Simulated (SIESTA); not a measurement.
# Hf in SIESTA: convergence with ElectronicTemperature

Input of the first run (ElectronicTemperature 0.5); the others differ in this setting and in those tied to it:

Contents of run.py:

```python
from ase import Atoms
from ase.calculators.siesta import Siesta
from ase.units import Ry, GPa

atoms = Atoms(
    ['Hf', 'Hf'],
    cell=[
        [3.1967, 0.0, 0.0],
        [-1.59835, 2.7684234083, 0.0],
        [0.0, 0.0, 5.0578],
    ],
    scaled_positions=[
        [0.670799, 0.3463, 0.754506],
        [0.325654, 0.67287, 0.246675],
    ],
    pbc=True,
)

fdf = {
    'SCFMustConverge': False,
    'OccupationFunction': 'FD',
    'ElectronicTemperature': '0.5 eV',
    'MaxSCFIterations': '120',
    'SCF.Mixer.Method': 'Pulay',
    'SCF.Mixer.Weight': '0.25',
    'SCF.Mixer.History': '8',
    'SCF.DM.Tolerance': '5.0e-05',
    'SCF.H.Tolerance': '1.0e-03 eV',
    'WriteForces': 'true',
    'Charge.Mulliken': 'end',
    'PAO.Basis': ['Hf.1 5', 'n=5 0 2', '  3.241 0.000', 'n=6 0 2', '  8.114 0.000', 'n=5 1 2', '  3.929 0.000', 'n=6 1 1', '  8.114', 'n=5 2 2', '  7.842 0.000'],
}
calc = Siesta(
    label="Hf",
    command="siesta < PREFIX.fdf > PREFIX.out",
    pseudo_path="pseudos",
    pseudo_qualifier="",
    xc=('GGA', 'PBEsol'),
    basis_set="DZP",
    mesh_cutoff=800 * Ry,
    energy_shift=0.003 * Ry,
    kpts=[8, 8, 4],
    spin="non-polarized",
    fdf_arguments=fdf,
)
atoms.calc = calc

print(f"energy = {atoms.get_potential_energy():.6f} eV")
free = atoms.get_potential_energy(force_consistent=True)
print(f"free energy = {free:.6f} eV")
print("forces (eV/A):")
print(atoms.get_forces(apply_constraint=False).round(6))
print("stress (GPa, Voigt order, tension positive):", (atoms.get_stress() / GPa).round(4))
```

Potentials or basis: PseudoDojo 0.4 standard (PBEsol files), DZP (energy shift 0.003 Ry; two zetas on semicore shells).

Command:

```console
$ python run.py
```

The cell isn't the ideal one: atoms moved at random, drawn with an rms of 0.05 Å.

Hardware: 1 thread of Intel(R) Xeon(R) 6975P-C (Granite Rapids), on a shared host.

Q: The values tried are 0.5, 0.3, 0.2, 0.1, 0.05, 0.025, 0.01, loosest first. From which on does the energy stay within 1 meV/atom of the tightest run that finished?

A: From 0.05 on.

| ElectronicTemperature | energy less the tightest run, at zero smearing (meV/atom) | pressure (GPa) | largest force (eV/Å) | SCF cycles | CPU time (s) | peak memory (GiB) |
| --- | --- | --- | --- | --- | --- | --- |
| 0.5 | 32.68 | 0.13 | 0.250 | 8 | 52 | 0.37 |
| 0.3 | 21.71 | -2.19 | 0.206 | 10 | 64 | 0.38 |
| 0.2 | 9.42 | -3.01 | 0.186 | 8 | 57 | 0.37 |
| 0.1 | 1.32 | -3.45 | 0.176 | 10 | 61 | 0.37 |
| 0.05 | -0.17 | -3.52 | 0.196 | 8 | 56 | 0.37 |
| 0.025 | -0.18 | -3.54 | 0.203 | 8 | 60 | 0.37 |
| 0.01 | 0.00 | -3.53 | 0.199 | 8 | 69 | 0.38 |

Against the tightest run, the pressure stays within 0.1 GPa from 0.1 on; the largest force stays within 0.005 eV/Å from 0.05 on. The tightest run that finished is the yardstick and may itself not be fully converged.

Caveat, for the tightest run too: short orbitals over semicore shells can move pressures by several GPa; the basis of atomic orbitals isn't converged, which shifts pressures, moduli and gaps. Spin-orbit coupling is left out, which matters for the levels of Hf.
